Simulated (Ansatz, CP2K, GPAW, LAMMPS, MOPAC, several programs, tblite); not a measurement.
# LiCl: cheap methods against density-functional theory

How much accuracy does each second buy? LiCl is computed with 12 methods, from the cheapest up to r2SCAN.

Method: no spin polarisation, static lattice; gaps from single points on the cell relaxed beforehand with r²SCAN, in LAMMPS, MOPAC, tblite, CP2K, GPAW, Ansatz (versions at each run).

### Step 1. The starting structure

It takes space group P6_3mc (No. 186, hexagonal). The conventional cell has a = 3.894 Å, b = 3.894 Å, c = 6.226 Å, α = 90.00°, β = 90.00°, γ = 120.00°. Li (site symmetry 3m) has 4 Cl at 2.37 Å as nearest neighbours. Cl (site symmetry 3m) is surrounded by 4 Li at 2.37 Å.

Structure file:

```cif
data_structure
_symmetry_space_group_name_H-M 'P 1'
_symmetry_Int_Tables_number 1
_cell_length_a 3.8937
_cell_length_b 3.8937
_cell_length_c 6.2259
_cell_angle_alpha 90.000
_cell_angle_beta 90.000
_cell_angle_gamma 120.000
_cell_volume 81.75
loop_
_atom_site_label
_atom_site_type_symbol
_atom_site_fract_x
_atom_site_fract_y
_atom_site_fract_z
_atom_site_occupancy
Li1 Li 0.66667 0.33333 0.87808 1
Li2 Li 0.33333 0.66667 0.37808 1
Cl1 Cl 0.66667 0.33333 0.49692 1
Cl2 Cl 0.33333 0.66667 0.99692 1
```

The structure type (database structure) is imposed and need not be the compound's stable one.

**Question.** The methods are ffield.eim, PM6, PM7, GFN1-xTB (tblite), GFN2-xTB (tblite), PBE/DZVP, PBE/single-zeta, PBE/SZV, coarse PBE, GLLB-SC, PBE, r2SCAN. What gap does r2SCAN give on this cell, and which other methods (full PBE left aside) come nearest to r2SCAN and farthest in gap, volume and bulk modulus?

```
                                               quantity                                                     value
                                                 r2SCAN                     gap 6.69 eV, 20.44 Å³/atom, B₀ 26 GPa
         gap: nearest and farthest of the other methods                     coarse PBE (-0.67 eV), PM6 (+4.74 eV)
      volume: nearest and farthest of the other methods   GFN2-xTB (tblite) (-1.5 %), GFN1-xTB (tblite) (-10.8 %)
bulk modulus: nearest and farthest of the other methods  PBE/SZV, coarse PBE (about 5 % off); ffield.eim (+459 %)
```

What this shows: For the gap, of the 9 methods compared (full PBE left aside), coarse PBE comes nearest to r2SCAN and PM6 is farthest. For the volume, of the 7 methods compared (full PBE left aside), GFN2-xTB (tblite) comes nearest to r2SCAN and GFN1-xTB (tblite) is farthest. For the bulk modulus (full PBE left aside), PBE/SZV, coarse PBE tie for nearest to r2SCAN; ffield.eim is farthest. A minimal basis or a coarse cutoff and mesh shifts results by its own error, so closeness to r2SCAN can be chance. Cluster runs see only the k-points that fold onto the zone centre, so their gaps can miss the band edges. GLLB-SC is compared with its derivative discontinuity added. No volume is given for PM6, PBE/single-zeta, which can hide a larger miss. CPU times run from 0.11 s (ffield.eim) to 22 s (PBE/DZVP). On this cell PBE/DZVP, PBE/single-zeta, PBE/SZV, GLLB-SC cost more than r2SCAN itself (5.9 s), so they are no saving here. r2SCAN is a yardstick, not the truth: it usually gives gaps below the measured ones.
